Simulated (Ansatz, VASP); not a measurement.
Two plane-wave programs on KTaO3

```
K Ta O
1.0
     3.94982    0.00000    0.00000
     0.00000    3.94982    0.00000
     0.00000    0.00000    3.94982
K Ta O
1 1 3
Direct
  0.00000 0.00000 0.00000
  0.50000 0.50000 0.50000
  0.50000 0.50000 0.00000
  0.50000 0.00000 0.50000
  0.00000 0.50000 0.50000
```

Alike in both runs: task single point; functional r2SCAN; k mesh 6 × 6 × 6; no spin polarisation.

|  | VASP | Ansatz |
| --- | --- | --- |
| version | VASP 6.6.1 | Ansatz 0.2.0 |
| potentials or method | VASP PAW PBE potentials, release 64 (K_sv, Ta_pv, O) | plane waves, PAW |
| plane-wave cutoff (eV) | 520 | 500 |
| occupations | gaussian, width 0.01 eV | fixed |
| valence electrons in the cell | 38 | 40 |

|  | VASP | Ansatz | Ansatz less VASP |
| --- | --- | --- | --- |
| gap on the k mesh at the Fermi level (eV) | 2.67 | 2.70 | +0.033 |
| pressure (GPa) | 7.9 | 6.8 | -1.07 |

The two sets of potentials don't hold the same shells in valence.

Caveats: the PAW data sets were made with another functional, which shifts forces and pressure a little (VASP); spin-orbit coupling is left out, which moves the levels of the heavy elements. A k mesh can miss the band edges. r2SCAN opens gaps a little over a GGA but as a rule still falls short of measured ones.
